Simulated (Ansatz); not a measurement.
Wanted: the native input for an Ansatz 0.2.0 run.

```
Task                : relaxation of cell and atoms
Functional          : PBE
Potentials or basis : Ansatz PAW
Cutoff              : 420 eV (not typed: the program's choice for these potentials)
k mesh              : 8 × 8 × 2
Occupations         : fermi-dirac, width 0.05 eV
Spin                : no spin polarisation
```

The system is InSe.

```
In Se
1.0
     4.04733    0.00000    0.00000
    -2.02366    3.50509    0.00000
     0.00000    0.00000   18.05206
In Se
4 4
Direct
  0.33333 0.66667 0.07739
  0.33333 0.66667 0.92261
  0.00000 0.00000 0.42261
  0.00000 0.00000 0.57739
  0.33333 0.66667 0.35298
  0.33333 0.66667 0.64702
  0.66667 0.33333 0.14700
  0.66667 0.33333 0.85300
```

Measurements of this composition are mostly on another form, of space group No. 160.

The input as run:

input.yaml

```yaml
crystal:
  lattice:
    - [4.0473293151, 0.0, 0.0]
    - [-2.0236646576, 3.5050900044, 0.0]
    - [0.0, 0.0, 18.05206491]
  atoms:
    - { symbol: In, position: [0.3333333333, 0.6666666667, 0.07739049] }
    - { symbol: In, position: [0.3333333333, 0.6666666667, 0.92260951] }
    - { symbol: In, position: [0.0, 0.0, 0.42260632] }
    - { symbol: In, position: [0.0, 0.0, 0.57739368] }
    - { symbol: Se, position: [0.3333333333, 0.6666666667, 0.35298428] }
    - { symbol: Se, position: [0.3333333333, 0.6666666667, 0.64701572] }
    - { symbol: Se, position: [0.6666666667, 0.3333333333, 0.14699993] }
    - { symbol: Se, position: [0.6666666667, 0.3333333333, 0.85300007] }
hamiltonian:
  xc: pbe
  pseudopotentials: { kind: paw }
kpoints:
  mp_grid: { grid: [8, 8, 2] }
scf:
  occupations: { method: fermi_dirac, width: 0.05 }
output:
  forces: true
  stress: true
  eigenvalues: true
relax:
  f_tol: 0.01
  max_steps: 40
  cell: { stress_tol: 0.05 }
```

Potentials or basis: Ansatz PAW.

Command:

```console
$ ansatz run input.yaml --threads 4 --pin off --max-ram 11264MiB --backend cpu --events-out ev --progress --plain --runs-dir out
```

Results of the run:

```
Relaxed volume                         : 33.76 Å³/atom
Relaxed cell                           : a = 4.088 Å, b = 4.088 Å, c = 18.663 Å, α = 90.00°, β = 90.00°, γ = 120.00°
Space group after relaxing (to 0.05 Å) : P-6m2 (No. 187)
Energy gained by relaxing              : 4.7 meV/atom
Ionic steps                            : 7
Pressure after relaxing                : 0.0 GPa
Band gap on the k mesh                 : 0.78 eV, direct
```

Caveat: the plane-wave basis is chosen anew once the cell has moved, so the energies of steps on either side of that aren't comparable; spin-orbit coupling is left out, which moves the levels of the heavy elements; this functional lacks dispersion, which binds the layers, so the pressure and a relaxed spacing across them are unreliable.

It took 67 s on 4 threads of Arm Neoverse V2, on a shared host, peak memory 0.88 GiB.
